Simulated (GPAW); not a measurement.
Input of a GPAW 26.7.0 run:

Contents of run.py:

```python
from ase.filters import FrechetCellFilter
from ase.io import read, write
from ase.optimize import FIRE
from gpaw import GPAW, PW

atoms = read('Fe.cif')
atoms.set_initial_magnetic_moments([3.0, 3.0])

calc = GPAW(mode=PW(600),
            xc='MGGA_X_R2SCAN+MGGA_C_R2SCAN',
            kpts={'size': (9, 9, 5), 'gamma': True},
            occupations={'name': 'fermi-dirac', 'width': 0.05},
            nbands=19,
            convergence={'density': 1e-06, 'energy': 1e-06, 'eigenstates': 1e-10},
            maxiter=150,
            txt='gpaw.txt')
atoms.calc = calc
opt = FIRE(FrechetCellFilter(atoms), trajectory='relax.traj', logfile='-')
done = opt.run(fmax=0.05, steps=100)
calc.write('gs.gpw')
write('result.traj', atoms)
print('Converged:', done)
print('Cell:', atoms.cell.cellpar().round(4))
print('Volume:', round(atoms.get_volume(), 4))
print(atoms.get_scaled_positions().round(5))
```

File Fe.cif:

```cif
data_Fe
_cell_length_a 2.43415759
_cell_length_b 2.43415759
_cell_length_c 3.84193447
_cell_angle_alpha 90.00000000
_cell_angle_beta 90.00000000
_cell_angle_gamma 120.00000000
_space_group_name_H-M_alt 'P6_3/mmc'
_space_group_name_Hall '-P 6c 2c'
_space_group_IT_number 194
loop_
_space_group_symop_operation_xyz
'x,y,z'
'-x,-y,-z'
'x-y,x,z+1/2'
'-x+y,-x,-z+1/2'
'-y,x-y,z'
'y,-x+y,-z'
'-x,-y,z+1/2'
'x,y,-z+1/2'
'-x+y,-x,z'
'x-y,x,-z'
'y,-x+y,z+1/2'
'-y,x-y,-z+1/2'
'-y,-x,-z+1/2'
'y,x,z+1/2'
'-x,-x+y,-z'
'x,x-y,z'
'-x+y,y,-z+1/2'
'x-y,-y,z+1/2'
'y,x,-z'
'-y,-x,z'
'x,x-y,-z+1/2'
'-x,-x+y,z+1/2'
'x-y,-y,-z'
'-x+y,y,z'
loop_
_atom_site_label
_atom_site_type_symbol
_atom_site_symmetry_multiplicity
_atom_site_Wyckoff_symbol
_atom_site_fract_x
_atom_site_fract_y
_atom_site_fract_z
_atom_site_occupancy
Fe1 Fe 2 c 0.6666666667 0.3333333333 0.7500000000 1
```

Potentials or basis: GPAW PAW data sets (gpaw-data 1.2.1), pw.

Run with:

```bash
$ OMP_NUM_THREADS=1 python run.py
```

Task: Predict the site moments.

Result: Fe +2.96 μB.

Task: Predict the relaxed volume.

Result: 12.51 Å³/atom.

Stress tensor (GPa, compression positive):
```
0.00 0.00 0.00
0.00 0.00 0.00
0.00 0.00 0.11
```

Caveat: each step starts from the last one's moments, so a moment once lost doesn't come back; later steps reuse the first step's grids; the volume moved by over 15 % at a fixed basis, so the end points are rough; the PAW data sets were made with another functional, which shifts forces and pressure a little.
